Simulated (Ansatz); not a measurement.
Input file for acetic acid:

```yaml
crystal:
  periodic: [false, false, false]
  atoms:
    - {symbol: C, position_ang: [-0.014489, 0.930101, -0.238760]}
    - {symbol: C, position_ang: [0.292454, -0.474369, 0.172418]}
    - {symbol: O, position_ang: [1.373311, -0.900890, 0.472450]}
    - {symbol: O, position_ang: [-0.812358, -1.243919, 0.171807]}
    - {symbol: H, position_ang: [-0.453360, 0.934536, -1.238267]}
    - {symbol: H, position_ang: [-0.751846, 1.361029, 0.441119]}
    - {symbol: H, position_ang: [0.897024, 1.521407, -0.226951]}
    - {symbol: H, position_ang: [-0.530725, -2.127895, 0.446175]}
basis:
  gaussian: {orbitals: def2-TZVPP}
correlation: {method: ccsd_t}
output: {orbitals: {seedname: orbitals}}
```

```sh
$ ansatz run in.yaml --threads 2 --pin off --events-out ev --progress --plain
```

The program prints (abridged):

```
Functional definition: HF
1105 factors; integrals over basis functions are off by at most 1.1e-3 eV
mean field evaluation 1: about -6198.1080 eV, gradient 4.4e1 eV
mean field evaluation 2: about -6198.1118 eV, gradient 4.4e1 eV
mean field evaluation 4: about -6201.7687 eV, gradient 4.4e0 eV
mean field evaluation 8: about -6201.8342 eV, gradient 5.0e-1 eV
mean field evaluation 16: about -6201.7644 eV, gradient 4.4e0 eV
mean field -6201.83585520 eV, -227.9132639231 hartree, gradient 3.5e-6 eV, S^2 0.000000; 0 other end points of the search recorded, 0 dependent functions left out
4 core orbitals not correlated: weight in the atoms' cores, before any rotation towards them, 1.000 or more for the frozen orbitals, at most 0.000 for the correlated occupied ones
reference -6201.83585520 eV, -227.9132639231 hartree; 12, 12 occupied and 164, 164 virtual orbitals, 1105 factors
second order -21.69784163 eV of doubles, -0.00000000 eV of singles
cycle   1  -21.48904067 eV  change    2.1e-1 eV  update   1.1e-1
cycle   2  -22.02147188 eV  change   -5.3e-1 eV  update   3.3e-2
cycle   3  -22.15444057 eV  change   -1.3e-1 eV  update   1.7e-2
cycle   4  -22.13852533 eV  change    1.6e-2 eV  update   4.2e-3
cycle   5  -22.13737495 eV  change    1.2e-3 eV  update   1.8e-3
cycle   6  -22.13803794 eV  change   -6.6e-4 eV  update   5.1e-4
cycle   7  -22.13769708 eV  change    3.4e-4 eV  update   1.8e-4
cycle   8  -22.13764534 eV  change    5.2e-5 eV  update   5.8e-5
cycle   9  -22.13767643 eV  change   -3.1e-5 eV  update   1.9e-5
cycle  10  -22.13767169 eV  change    4.7e-6 eV  update   8.3e-6
perturbative correction -0.89728724 eV, -0.0329746980 hartree
Total energy: -6224.87081413 eV, -228.7597830505 hartree
```

Run time 15 s (2 threads of a server CPU on a shared host); peak host memory 2 GiB.

MP2 recovers 94.2 % of the CCSD(T) correlation energy and the triples give 3.9 %; T1 = 0.0145.
